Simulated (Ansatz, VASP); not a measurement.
**TiB5 in VASP and in Ansatz**

```
Ti B
1.0
     4.16469    0.00000    0.00000
    -2.08234    3.60673    0.00000
     0.00000    0.00000    2.88696
Ti B
1 5
Direct
  0.00000 0.00000 0.00000
  0.00000 0.50000 0.50000
  0.33333 0.66667 0.00000
  0.66667 0.33333 0.00000
  0.50000 0.00000 0.50000
  0.50000 0.50000 0.50000
```

Change from the starting cell: species swapped into the ErNi5 type (P6/mmm, No. 191).

Alike in both runs: functional PBE; k mesh 6 × 6 × 6; occupations gaussian, width 0.1 eV; no spin polarisation.

Ansatz relaxed the structure, and its values are those at the end. VASP's run is a single point on that final structure, the one shown.

```csv
,VASP,Ansatz
version,VASP 6.6.1,Ansatz 0.2.0
potentials or method,"VASP PAW PBE potentials, release 64 (Ti_sv, B)","scalar-relativistic, plane waves, PAW"
plane-wave cutoff (eV),520,420
valence electrons in the cell,27,27
```

VASP gave:

```
gap on the k mesh at the Fermi level (eV) : none
pressure (GPa)                            : -0.1
```

**Question.** Which values does Ansatz return?

**Answer.** gap on the k mesh at the Fermi level (eV): none; pressure (GPa): -0.2.

A gap of «none» marks a metal or a gap that the smearing closes. The functional is the same, so the differences come from potentials, cutoffs and numerics.

Caveats: the k mesh is coarse (spacing up to 0.36 Å⁻¹), so the values aren't converged.
